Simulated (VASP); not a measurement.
# Mo₃Si, self-consistent run: which settings are enough?

Mo₃Si, P1 (no. 1), 64 atoms in the cell. PBE; PAW potentials Mo_sv, Si (PBE set). VASP 6.6.1.

Wanted: energy within 2 meV/atom; forces within 0.01 eV/Å.

What the run is for: forces in a large cell; Accuracy asked: standard; Cell repeated: 2 × 2 × 2.

POSCAR:
```
SiMo3
1.0
    9.7780000000      0.0000000000      0.0000000000
    0.0000000000      9.7780000000      0.0000000000
    0.0000000000      0.0000000000      9.7780000000
Mo Si
48 16
Direct
   -0.0005570000      0.2492610000      0.1260780000
   -0.0018830000      0.2480210000      0.6283670000
    0.0017510000      0.7513540000      0.1231460000
    0.0038900000      0.7454170000      0.6271610000
    0.4994380000      0.2519440000      0.1253620000
    0.5037750000      0.2533120000      0.6293040000
    0.4981710000      0.7534920000      0.1282120000
    0.5019310000      0.7496900000      0.6221260000
    0.0038960000      0.2503860000      0.3733370000
    0.0028620000      0.2525980000      0.8751050000
   -0.0039150000      0.7501020000      0.3744430000
    0.0011510000      0.7551340000      0.8777070000
    0.5044270000      0.2503610000      0.3748300000
    0.5010590000      0.2487400000      0.8714310000
    0.5030680000      0.7513580000      0.3772280000
[... 36 lines left out ...]
    0.2521230000      0.7507690000      0.7514100000
    0.7544380000      0.2486780000      0.2529840000
    0.7488660000      0.2551080000      0.7487510000
    0.7492860000      0.7481450000      0.2514540000
    0.7486570000      0.7554500000      0.7495200000
    0.0007690000      0.0023620000     -0.0033080000
    0.0048790000     -0.0014950000      0.4968210000
    0.0065570000      0.5005560000      0.0006140000
   -0.0053950000      0.5006290000      0.5042470000
    0.5015930000     -0.0002300000      0.0021920000
    0.4928430000     -0.0027870000      0.4971670000
    0.4974110000      0.5052600000      0.0038790000
    0.4980740000      0.5007580000      0.5046780000
```

The series start from Plane-wave cutoff (eV): 280; Projection operators (LREAL): Auto, ROPT -0.00025; Precision mode (PREC): Normal; Electronic threshold (eV): 1e-5; Parallel layout: defaults; Program: vasp_std; Electronic algorithm: ALGO=Normal; Bands a block (NSIM): NSIM=4; Data layout and linear algebra: defaults. Each series keeps the choices made before it, and each single choice may use up half of a tolerance.

## Plane-wave cutoff (eV)

| Plane-wave cutoff (eV) | Energy less reference (meV/atom) | Forces, largest deviation (eV/Å) | SCF iterations | Time (s) |
|---|---|---|---|---|
| 220 | 61.1 | 0.034 | 19 | 77 |
| 240 | 19.1 | 0.022 | 20 | 84 |
| 280 | 2.2 | 0.013 | 20 | 170 |
| 320 | -0.5 | 0.013 | 19 | 127 |
| 390 (reference) | 0.0 | 0.000 | 19 | 124 |

## Projection operators (LREAL)

| Projection operators (LREAL) | Energy less reference (meV/atom) | Forces, largest deviation (eV/Å) | SCF iterations | Time (s) |
|---|---|---|---|---|
| Auto, ROPT -0.005 | -0.3 | 0.218 | 19 | 108 |
| Auto, ROPT -0.002 | 0.1 | 0.065 | 19 | 103 |
| Auto, ROPT -0.001 | -0.4 | 0.027 | 19 | 113 |
| Auto, ROPT -0.0005 | -0.5 | 0.007 | 19 | 130 |
| Auto, ROPT -0.00025 | -0.3 | 0.003 | 19 | 124 |
| Auto, ROPT -0.0001 | -0.3 | 0.001 | 19 | 137 |
| False (reference) | 0.0 | 0.000 | 19 | 204 |

## Precision mode (PREC)

| Precision mode (PREC) | Energy less reference (meV/atom) | Forces, largest deviation (eV/Å) | SCF iterations | Time (s) |
|---|---|---|---|---|
| SingleN | -0.6 | 0.031 | 19 | 120 |
| Normal | 0.0 | 0.002 | 19 | 124 |
| Accurate (reference) | 0.0 | 0.000 | 19 | 256 |

## Electronic threshold (eV)

| Electronic threshold (eV) | Energy less reference (meV/atom) | Forces, largest deviation (eV/Å) | SCF iterations | Time (s) |
|---|---|---|---|---|
| 0.001 | 0.0 | 0.009 | 15 | 114 |
| 0.0001 | 0.0 | 0.002 | 17 | 136 |
| 1e-5 | 0.0 | 0.001 | 19 | 124 |
| 1e-6 | 0.0 | 0.000 | 20 | 193 |
| 1e-7 (reference) | 0.0 | 0.000 | 25 | 215 |

## Parallel layout

| Parallel layout | Energy less reference (meV/atom) | Forces, largest deviation (eV/Å) | SCF iterations | Time (s) |
|---|---|---|---|---|
| defaults | 0.0 | 0.000 | 17 | 136 |
| NCORE=2 | 0.0 | 0.000 | 17 | 142 |
| NCORE=4 | 0.0 | 0.000 | 17 | 145 |
| NCORE=8 | 0.0 | 0.000 | 17 | 132 |
| NPAR=2 | 0.0 | 0.000 | 17 | 127 |

## Program

| Program | Energy less reference (meV/atom) | Forces, largest deviation (eV/Å) | SCF iterations | Time (s) |
|---|---|---|---|---|
| vasp_std | 0.0 | 0.000 | 17 | 136 |
| vasp_gam | 0.0 | 0.000 | 17 | 100 |

## Electronic algorithm

| Electronic algorithm | Energy less reference (meV/atom) | Forces, largest deviation (eV/Å) | SCF iterations | Time (s) |
|---|---|---|---|---|
| ALGO=Normal | 0.0 | 0.000 | 17 | 136 |
| ALGO=Fast | 0.0 | 0.001 | 17 | 81 |
| ALGO=VeryFast | 0.0 | 0.006 | 23 | 91 |
| ALGO=All ISEARCH=1 | 0.0 | 0.016 | 25 | 142 |

## Bands a block (NSIM)

| Bands a block (NSIM) | Energy less reference (meV/atom) | Forces, largest deviation (eV/Å) | SCF iterations | Time (s) |
|---|---|---|---|---|
| NSIM=4 | 0.0 | 0.000 | 17 | 81 |
| NSIM=1 | 0.0 | 0.000 | 17 | 83 |
| NSIM=2 | 0.0 | 0.000 | 17 | 112 |
| NSIM=8 | 0.0 | 0.001 | 17 | 95 |
| NSIM=16 | 0.0 | 0.001 | 17 | 77 |

## Data layout and linear algebra

| Data layout and linear algebra | Energy less reference (meV/atom) | Forces, largest deviation (eV/Å) | SCF iterations | Time (s) |
|---|---|---|---|---|
| defaults | 0.0 | 0.000 | 17 | 81 |
| LPLANE=False | 0.0 | 0.000 | 17 | 83 |
| LSCALAPACK=False | 0.0 | 0.000 | 17 | 92 |
| LSCALU=True | 0.0 | 0.000 | 17 | 81 |

## Question

The rows run from the loosest to the tightest (no order: parallel layout, program, electronic algorithm, bands a block, data layout and linear algebra). For each series: choose the loosest value from which every tighter one stays within half of the tolerance; where there is no order, keep the first row unless others stay within half of the tolerance and take at least 30 % less time, and then take the fastest.

## Answer

- Plane-wave cutoff (eV): 390, the tightest run, since the next looser one is off by more than half of the tolerance (convergence isn't shown beyond it)
- Projection operators (LREAL): Auto, ROPT -0.00025
- Precision mode (PREC): Normal
- Electronic threshold (eV): 0.0001
- Parallel layout: defaults
- Program: vasp_std
- Electronic algorithm: ALGO=Fast
- Bands a block (NSIM): NSIM=4
- Data layout and linear algebra: defaults

## All choices together

| Input | Energy less reference (meV/atom) | Forces, largest deviation (eV/Å) | Time (s) |
|---|---|---|---|
| the program's defaults (naive) | 7.3 | 0.108 | 133 |
| chosen settings | -0.3 | 0.004 | 81 |
| reference settings throughout | 0.0 | 0.000 | 264 |

The chosen settings stay within the tolerance of the reference run, but the reference itself isn't shown to be converged in: Plane-wave cutoff (eV).

## The input

INCAR:
```
SYSTEM = SiMo3
  GGA = PE
  ISMEAR = 1
  SIGMA = 0.1
  LWAVE = .False.
  LCHARG = .False.
  ISIF = 2
  ISYM = 0
  PREC = Normal
  LASPH = .True.
  LREAL = Auto
  ALGO = Fast
  EDIFF = 1E-4
  NELM = 120
  GGA_COMPAT = .False.
  ENCUT = 390
  ROPT = -0.00025 -0.00025
  NSIM = 4
```

KPOINTS:
```
k-points
0
Gamma
  1 1 1
```

Commands:
```
cat potpaw_PBE.64/Mo_sv/POTCAR potpaw_PBE.64/Si/POTCAR > POTCAR
mpirun -np 8 vasp_std > vasp.out
```

Limits: Only the k mesh 1 × 1 × 1 was run, so its error is untested.

The chosen input took VASP 6.6.1 81 s on 8 cores (AMD EPYC 7R43 (Zen 3)), a shared host.

## An input that fails: Gamma-only program on a mesh of k points

VASP's message: You are using the Gamma-point-only version with more than one k-point or some other non-Gamma k-point.

k mesh: 1 × 1 × 1 becomes 2 × 2 × 2.

Changes against the starting input:
```
- NELM = 120
+ NELM = 50
- vasp_std
+ vasp_gam
(KPOINTS)
-k-points
+Automatic mesh
-  1 1 1
+  2 2 2
+  0 0 0
```
